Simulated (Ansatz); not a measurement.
Runs of Ansatz 0.2.0 on MnO. The structure is cubic, space group Fm-3m (No. 225). Conventional cell: a = 4.448 Å, b = 4.448 Å, c = 4.448 Å, α = 90.00°, β = 90.00°, γ = 90.00°. Around Mn (site symmetry m-3m) lie 6 O at 2.22 Å. O (site symmetry m-3m) is surrounded by 6 Mn at 2.22 Å. The cell is a database's computed one.

```tsv
task	level	potentials or basis	cell	k mesh	cutoff (eV)	points for each segment of the path	gap on the mesh (eV)	pressure (GPa)	moment (μB)
relaxation of cell and atoms	PBEsol+D3(BJ)	Ansatz PAW	relaxed	10 × 10 × 10	420	-	none	0.0	4.77
band structure	rPW86-PBE	Ansatz PAW	as given	10 × 10 × 10	420	14	none	4.2	4.72
band structure	PBE	SPMS NC	as given	10 × 10 × 10	1034	14	none	0.3	(b)
band structure	PBE	Ansatz PAW	as given	10 × 10 × 10	420	14	none	0.1	(a)
single point	PBE	Ansatz PAW	as given	7 × 7 × 7	420	-	none	-1.4	4.72
```

Alike in all rows: spin collinear, ferromagnetic start; smearing fermi-dirac 0.05 eV.

Q: Fill in the values left out.

A: (a) 4.79; (b) 4.83.

Caveats: a cell with one magnetic atom can't hold antiferromagnetic order, which such compounds often take; semilocal functionals often make such compounds metallic where correlation or magnetic order opens a gap, which also shifts bond lengths; the PAW data sets come from PBE, with cores solved anew for the run's functional, which leaves a small shift of forces and pressure (some runs); the plane-wave basis is chosen anew once the cell has moved, so the energies of steps on either side of that aren't comparable (some runs); pairwise dispersion overbinds metals, which lowers pressure and volume (some runs).

A gap of «none» marks a metal or a gap under the smearing width.
